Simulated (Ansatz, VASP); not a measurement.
**One calculation of Zn, two programs**

```
CELL_PARAMETERS angstrom
2.56327 0.00000 0.00000
-1.28163 2.21985 0.00000
0.00000 0.00000 4.13196
ATOMIC_POSITIONS crystal
Zn 0.33333 0.66667 0.25000
Zn 0.66667 0.33333 0.75000
```

Alike in both runs: task single point; functional PBE; k mesh 18 × 18 × 10; occupations gaussian, width 0.1 eV; no spin polarisation.

|  | VASP | Ansatz |
| --- | --- | --- |
| version | VASP 6.6.1 | Ansatz 0.2.0 |
| potentials or method | VASP PAW PBE potentials, release 64 (Zn) | scalar-relativistic, plane waves, PAW |
| plane-wave cutoff (eV) | 520 | 420 |
| valence electrons in the cell | 24 | 24 |

```csv
,VASP,Ansatz,Ansatz less VASP
gap on the k mesh at the Fermi level (eV),none,none,-
pressure (GPa),33.3,32.5,-0.81
largest component of the traceless stress (GPa),2.43,2.44,+0.017
```

A gap of «none» marks a metal or a gap that the smearing closes.

Caveats: so large a pressure means that the cell lies far from this level's equilibrium, or that cutoff or potentials fall short (VASP).
